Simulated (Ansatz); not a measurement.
Crystal: Ba.

```xyz
1
Lattice="3.6369 0.0000 0.0000 0.0000 3.6369 0.0000 0.0000 0.0000 3.6369" Properties=species:S:1:pos:R:3 pbc="T T T"
Ba    0.0000    0.0000    0.0000
```

This isn't the form of Ba at room conditions, which is bcc.

The cell isn't the ideal one: volume scaled by 0.8.

Base run:

- Program: Ansatz 0.2.0
- Functional: LDA
- Potentials or basis: all-electron LAPW, scalar-relativistic
- Cutoff: 113 eV (chosen from the basis error)
- Basis error allowed: 0.001 eV/atom
- k mesh: 7 × 7 × 7
- Occupations: gaussian, width 0.02 eV
- Spin: no spin polarisation

Its results: pressure 0.0 GPa.

Problem. The run is repeated on the same cell with these changes: functional from LDA to PBEsol. What comes out?

Solution. Pressure 0.9 GPa.

PBEsol binds less tightly than LDA, so the same cell stands under more pressure.
